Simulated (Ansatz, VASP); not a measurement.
## C: VASP beside Ansatz

File INCAR:

```
ALGO = Normal
EDIFF = 1E-7
ENCUT = 520
GGA = PS
ISIF = 2
ISMEAR = 0
LASPH = True
LCHARG = False
LREAL = False
LWAVE = False
NBANDS = 11
NELM = 80
PREC = Accurate
SIGMA = 0.05
```

Contents of KPOINTS:

```
k-points
0
Gamma
  12 12 12
```

Contents of POSCAR:

```
C
1.0
    0.0000000000      1.7482398495      1.8356518420
    1.7482398495      0.0000000000      1.8356518420
    1.7482398495      1.7482398495      0.0000000000
C
2
Direct
    0.5000000000      0.5000000000      0.5000000000
    0.7500000000      0.7500000000      0.7500000000
```

Input for Ansatz:

```yaml
crystal:
  lattice:
    - [0.0, 1.7482398495, 1.835651842]
    - [1.7482398495, 0.0, 1.835651842]
    - [1.7482398495, 1.7482398495, 0.0]
  atoms:
    - { symbol: C, position: [0.5, 0.5, 0.5] }
    - { symbol: C, position: [0.75, 0.75, 0.75] }
basis:
  ecutwfc: 420
kpoints:
  mp_grid: { grid: [12, 12, 12] }
hamiltonian:
  xc: pbesol
scf:
  occupations: { method: gaussian, width: 0.05 }
output:
  forces: true
  stress: true
  eigenvalues: true
```

Alike in both runs: task single point; functional PBEsol; k mesh 12 × 12 × 12; occupations gaussian, width 0.05 eV; no spin polarisation.

|  | VASP | Ansatz |
| --- | --- | --- |
| version | VASP 6.6.1 | Ansatz 0.2.0 |
| potentials or method | VASP PAW PBE potentials, release 64 (C) | scalar-relativistic, plane waves, PAW |
| plane-wave cutoff (eV) | 520 | 420 |
| valence electrons in the cell | 8 | 8 |

|  | VASP | Ansatz | Ansatz less VASP |
| --- | --- | --- | --- |
| gap on the k mesh at the Fermi level (eV) | 3.44 | 3.44 | +0.002 |
| least direct gap on the mesh (eV) | 5.13 | 5.13 | +0.001 |
| pressure (GPa) | 1.1 | 0.1 | -1.09 |
| largest component of the traceless stress (GPa) | 31.76 | 31.78 | +0.019 |

Caveats: the PAW data sets were made with another functional, which shifts forces and pressure a little (VASP).
